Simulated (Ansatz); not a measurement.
**VH2 in Ansatz: convergence with k mesh**

Input of the first run (k mesh 3 × 3 × 3); the others differ in this setting and in those tied to it:

The input input.yaml:

```yaml
crystal:
  lattice:
    - [0.0, 2.1355, 2.1355]
    - [2.1355, 0.0, 2.1355]
    - [2.1355, 2.1355, 0.0]
  atoms:
    - { symbol: V, position: [0.0, 0.0, 0.0], spin: 2.0 }
    - { symbol: H, position: [0.75, 0.75, 0.75] }
    - { symbol: H, position: [0.25, 0.25, 0.25] }
hamiltonian:
  xc: pbesol
  pseudopotentials: { kind: paw }
magnetization:
  spin_polarized: true
kpoints:
  mp_grid: { grid: [3, 3, 3] }
scf:
  occupations: { method: methfessel_paxton, width: 0.1 }
output:
  forces: true
  stress: true
  eigenvalues: true
```

Potentials or basis: Ansatz PAW.

Launch:

```console
$ ansatz run input.yaml --threads 2 --pin off --max-ram 5632MiB --backend cpu --events-out ev --progress --plain --runs-dir out
```

Hardware: 2 threads of Arm Neoverse V1 (shared host).

Problem. The values tried are 3 × 3 × 3, 4 × 4 × 4, 5 × 5 × 5, 6 × 6 × 6, 8 × 8 × 8, 10 × 10 × 10, 12 × 12 × 12, 15 × 15 × 15, 17 × 17 × 17, loosest first. From which on does the pressure stay within 0.1 GPa of the tightest run that finished?

Solution. From 10 × 10 × 10 on.

| k mesh | energy less the tightest run, at zero smearing (meV/atom) | pressure (GPa) | absolute moment (μB) | SCF cycles | CPU time (s) | peak memory (GiB) |
| --- | --- | --- | --- | --- | --- | --- |
| 3 × 3 × 3 | 24.43 | -11.14 | 0.35 | 10 | 1.1 | 0.26 |
| 4 × 4 × 4 | 33.04 | -10.58 | 0.61 | 11 | 1.4 | 0.26 |
| 5 × 5 × 5 | 10.02 | -11.17 | 0.64 | 13 | 1.5 | 0.26 |
| 6 × 6 × 6 | -7.55 | -12.69 | 0.00 | 13 | 1.9 | 0.27 |
| 8 × 8 × 8 | 4.07 | -12.28 | 0.00 | 16 | 3.2 | 0.28 |
| 10 × 10 × 10 | -2.13 | -12.50 | 0.00 | 12 | 3.4 | 0.28 |
| 12 × 12 × 12 | 0.88 | -12.41 | 0.00 | 14 | 5.3 | 0.3 |
| 15 × 15 × 15 | -0.20 | -12.44 | 0.00 | 13 | 7.5 | 0.33 |
| 17 × 17 × 17 | 0.00 | -12.43 | 0.00 | 13 | 9.8 | 0.35 |

Against the tightest run, the energy stays within 1 meV/atom from 12 × 12 × 12 on; the absolute moment stays within 0.02 μB from 6 × 6 × 6 on. Meshes of other sizes hit other points, so gaps and Fermi surfaces needn't settle smoothly. The tightest run that finished is the yardstick and may itself not be fully converged.

Caveat, for the tightest run too: the PAW data sets come from PBE, with cores solved anew for the run's functional, which leaves a small shift of forces and pressure; the starting moments weren't kept.
